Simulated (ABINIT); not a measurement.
Crystal: InP.

```
In P
1.0
     0.00000    2.93050    2.93050
     2.93050    0.00000    2.93050
     2.93050    2.93050    0.00000
In P
1 1
Cartesian
  0.0000 0.0000 0.0000
  4.3957 4.3957 4.3957
```

Base run:

```yaml
Program: ABINIT 10.8.3 (patched build)
Functional: PBEsol
Potentials_or_basis: JTH PAW PBE v2.0
Cutoff: 544 eV
k_mesh: 8 × 8 × 8
Occupations: fermi-dirac, width 0.05 eV
Spin: no spin polarisation
```

Its results: band gap on the k mesh 0.60 eV, direct.

Question: The run is repeated on the same cell with these changes: functional from PBEsol to HCTH407. What comes out?

Answer: Band gap on the k mesh 1.02 eV, direct.

Caveats: spin-orbit coupling is left out, which moves the levels of the heavy elements.

